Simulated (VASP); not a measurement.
# CaSe (Fm-3m) in VASP: settings compared, part 2 of 2

VASP 6.6.1. Earlier steps stand in the parts before.

### Step 4. Band structure, r2SCAN

INCAR

```
PREC = Accurate
ENCUT = 520
EDIFF = 1E-6
ISMEAR = 0
SIGMA = 0.02
LREAL = False
LASPH = True
NELM = 100
ALGO = Normal
ISIF = 2
LWAVE = False
LCHARG = False
METAGGA = R2SCAN
LMIXTAU = True
```

KPOINTS

```
regular mesh
0
Gamma
  8 8 8
```

POSCAR

```
CaSe
1.0
    0.0000000000      2.9560000000      2.9560000000
    2.9560000000      0.0000000000      2.9560000000
    2.9560000000      2.9560000000      0.0000000000
Se Ca
1 1
Direct
    0.5000000000      0.5000000000      0.5000000000
    0.0000000000      0.0000000000      0.0000000000
```

KPOINTS_OPT

```
path GXWKGLUWLK,UX
15
line-mode
reciprocal
 0.0000000000  0.0000000000  0.0000000000  G
 0.5000000000  0.0000000000  0.5000000000  X

 0.5000000000  0.0000000000  0.5000000000  X
 0.5000000000  0.2500000000  0.7500000000  W

 0.5000000000  0.2500000000  0.7500000000  W
 0.3750000000  0.3750000000  0.7500000000  K

 0.3750000000  0.3750000000  0.7500000000  K
 0.0000000000  0.0000000000  0.0000000000  G

 0.0000000000  0.0000000000  0.0000000000  G
 0.5000000000  0.5000000000  0.5000000000  L

 0.5000000000  0.5000000000  0.5000000000  L
 0.6250000000  0.2500000000  0.6250000000  U

 0.6250000000  0.2500000000  0.6250000000  U
 0.5000000000  0.2500000000  0.7500000000  W

 0.5000000000  0.2500000000  0.7500000000  W
 0.5000000000  0.5000000000  0.5000000000  L

 0.5000000000  0.5000000000  0.5000000000  L
 0.3750000000  0.3750000000  0.7500000000  K

 0.6250000000  0.2500000000  0.6250000000  U
 0.5000000000  0.0000000000  0.5000000000  X
```

The run is started by

```sh
> cat potpaw_PBE.64/Se/POTCAR potpaw_PBE.64/Ca_sv/POTCAR > POTCAR
> mpirun -np 1 vasp_std > vasp.out
```

It took 2.7 min on 1 thread of Intel Xeon Platinum 8488C (Sapphire Rapids), shared host; peak memory 0.19 GiB.

It converged, with:

```
Free energy             : -25.9769 eV
Pressure                : 0.9 GPa
Band gap on the k mesh  : 2.49 eV, indirect (least direct gap 3.44 eV)
Band gap along the path : 2.49 eV, indirect (least direct gap 3.44 eV)
```

Levels at the corners of the path, in eV from the valence-band top:
```csv
point,band 6,band 7,band 8,band 9,band 10,band 11
Γ,0.00,0.00,0.00,4.15,4.23,4.23
X,-2.55,-0.95,-0.95,2.49,5.62,5.82
X,-2.55,-0.95,-0.95,2.49,5.62,5.82
W,-1.99,-1.99,-1.67,4.94,4.94,5.90
W,-1.99,-1.99,-1.67,4.94,4.94,5.90
K,-2.27,-2.04,-1.12,3.78,6.33,6.33
K,-2.27,-2.04,-1.12,3.78,6.33,6.33
Γ,0.00,0.00,0.00,4.15,4.23,4.23
Γ,0.00,0.00,0.00,4.15,4.23,4.23
L,-3.28,-1.19,-1.19,5.12,6.10,6.12
L,-3.28,-1.19,-1.19,5.12,6.10,6.12
U,-2.27,-2.04,-1.12,3.78,6.33,6.33
U,-2.27,-2.04,-1.12,3.78,6.33,6.33
W,-1.99,-1.99,-1.67,4.94,4.94,5.90
W,-1.99,-1.99,-1.67,4.94,4.94,5.90
L,-3.28,-1.19,-1.19,5.12,6.10,6.12
L,-3.28,-1.19,-1.19,5.12,6.10,6.12
K,-2.27,-2.04,-1.12,3.78,6.33,6.33
U,-2.27,-2.04,-1.12,3.78,6.33,6.33
X,-2.55,-0.95,-0.95,2.49,5.62,5.82
```

Caveat: the PAW data sets were made with another functional, which shifts forces and pressure a little.

### Step 5. Band structure, TB-mBJ

POSCAR is that of step 4.

INCAR.step1

```
PREC = Accurate
ENCUT = 520
EDIFF = 1E-5
ISMEAR = 0
SIGMA = 0.02
LREAL = False
LASPH = True
NELM = 100
ALGO = Normal
ISIF = 2
LWAVE = True
LCHARG = False
GGA = PE
```

INCAR.step2

```
PREC = Accurate
ENCUT = 520
EDIFF = 1E-6
ISMEAR = 0
SIGMA = 0.02
LREAL = False
LASPH = True
NELM = 100
ALGO = Normal
ISIF = 2
LWAVE = False
LCHARG = False
METAGGA = MBJ
ISTART = 1
```

KPOINTS is that of step 4.

KPOINTS_OPT is that of step 4.

The run is started by

```sh
> cat potpaw_PBE.64/Se/POTCAR potpaw_PBE.64/Ca_sv/POTCAR > POTCAR
> cp INCAR.step1 INCAR
> mpirun -np 1 vasp_std > vasp.out
> cp INCAR.step2 INCAR
> mpirun -np 1 vasp_std > vasp.out
```

Run time: 2.1 min. Hardware: 1 thread of Intel Xeon Platinum 8488C (Sapphire Rapids), shared host; peak memory 0.21 GiB.

The run converged. Its results:

```
Band gap on the k mesh  : 2.86 eV, indirect (least direct gap 3.70 eV)
Band gap along the path : 2.86 eV, indirect (least direct gap 3.70 eV)
```

Levels at the corners of the path, in eV from the valence-band top:
| point | band 5 | band 6 | band 7 | band 8 | band 9 | band 10 | band 11 | band 12 |
| --- | --- | --- | --- | --- | --- | --- | --- | --- |
| Γ | -11.55 | 0.00 | 0.00 | 0.00 | 4.34 | 4.34 | 4.34 | 4.51 |
| X | -11.02 | -2.24 | -0.84 | -0.84 | 2.86 | 5.18 | 6.10 | 6.23 |
| X | -11.02 | -2.24 | -0.84 | -0.84 | 2.86 | 5.18 | 6.10 | 6.23 |
| W | -10.94 | -1.73 | -1.73 | -1.50 | 5.03 | 5.03 | 5.68 | 5.93 |
| W | -10.94 | -1.73 | -1.73 | -1.50 | 5.03 | 5.03 | 5.68 | 5.93 |
| K | -10.95 | -1.98 | -1.78 | -1.02 | 4.02 | 5.99 | 6.09 | 6.19 |
| K | -10.95 | -1.98 | -1.78 | -1.02 | 4.02 | 5.99 | 6.09 | 6.19 |
| Γ | -11.55 | 0.00 | 0.00 | 0.00 | 4.34 | 4.34 | 4.34 | 4.51 |
| Γ | -11.55 | 0.00 | 0.00 | 0.00 | 4.34 | 4.34 | 4.37 | 4.51 |
| L | -10.91 | -2.89 | -1.11 | -1.11 | 5.59 | 6.00 | 6.00 | 6.04 |
| L | -10.91 | -2.89 | -1.11 | -1.11 | 5.59 | 6.00 | 6.00 | 6.04 |
| U | -10.95 | -1.98 | -1.78 | -1.02 | 4.02 | 5.99 | 6.09 | 6.19 |
| U | -10.95 | -1.98 | -1.78 | -1.02 | 4.02 | 6.00 | 6.09 | 6.21 |
| W | -10.94 | -1.73 | -1.73 | -1.50 | 5.03 | 5.03 | 5.68 | 5.93 |
| W | -10.94 | -1.73 | -1.73 | -1.50 | 5.03 | 5.03 | 5.68 | 5.93 |
| L | -10.91 | -2.89 | -1.11 | -1.11 | 5.59 | 6.00 | 6.00 | 6.04 |
| L | -10.91 | -2.89 | -1.11 | -1.11 | 5.59 | 6.00 | 6.00 | 6.04 |
| K | -10.95 | -1.98 | -1.78 | -1.02 | 4.02 | 5.99 | 6.09 | 6.21 |
| U | -10.95 | -1.98 | -1.78 | -1.02 | 4.02 | 5.99 | 6.09 | 6.19 |
| X | -11.02 | -2.24 | -0.84 | -0.84 | 2.86 | 5.18 | 6.10 | 6.24 |

Caveat: the PAW data sets were made with another functional, which shifts forces and pressure a little.

### Step 6. Summary

```tsv
level	potentials or basis	gap on the mesh (eV)
LDA	VASP PAW LDA potentials, release 64 (Se, Ca_sv)	1.86
PBEsol	VASP PAW PBE potentials, release 64 (Se, Ca_sv)	1.92
r2SCAN	VASP PAW PBE potentials, release 64 (Se, Ca_sv)	2.49
TB-mBJ	VASP PAW PBE potentials, release 64 (Se, Ca_sv)	2.86
```

Alike in all rows: task band structure; no spin polarisation; cell as given; k mesh 8 × 8 × 8; cutoff (eV) 520; smearing gaussian 0.02 eV.

Caveats: the PAW data sets were made with another functional, which shifts forces and pressure a little (some runs).

Total energies depend on the potentials used, so only differences within one code and one set of settings carry meaning.

### Step 7. Comparison with measurements

Step 2. Measured gap of CaSe: 3.85 eV (indirect; 2 K; a printed reference work, monograph, original work of 1988). This calculation gives 1.86 eV (-1.99 eV). So large a miss can be the level of theory's own, or it may mean another phase, state or a wrong row. Spin-orbit coupling on Se is left out. The value is that of LDA, without temperature or zero-point motion. Semilocal functionals fall short of measured gaps as a rule.

Step 3. Measured gap of CaSe: 3.85 eV (indirect; 2 K; a printed reference work, monograph, original work of 1988). This calculation gives 1.92 eV (-1.93 eV). So large a miss can be the level of theory's own, or it may mean another phase, state or a wrong row. Spin-orbit coupling on Se is left out. The value is that of PBEsol, without temperature or zero-point motion. Semilocal functionals fall short of measured gaps as a rule.

Step 4. A measured gap of CaSe is 3.85 eV (indirect; 2 K; a printed reference work, monograph, original work of 1988); the calculated 2.49 eV misses it by -1.36 eV. Spin-orbit coupling on Se is left out. The value is that of r2SCAN, without temperature or zero-point motion.

Step 5. Against the measured gap of CaSe, 3.85 eV (indirect; 2 K; a printed reference work, monograph, original work of 1988), the calculated 2.86 eV is off by -0.99 eV. Spin-orbit coupling on Se is left out. The value is that of TB-mBJ, without temperature or zero-point motion.
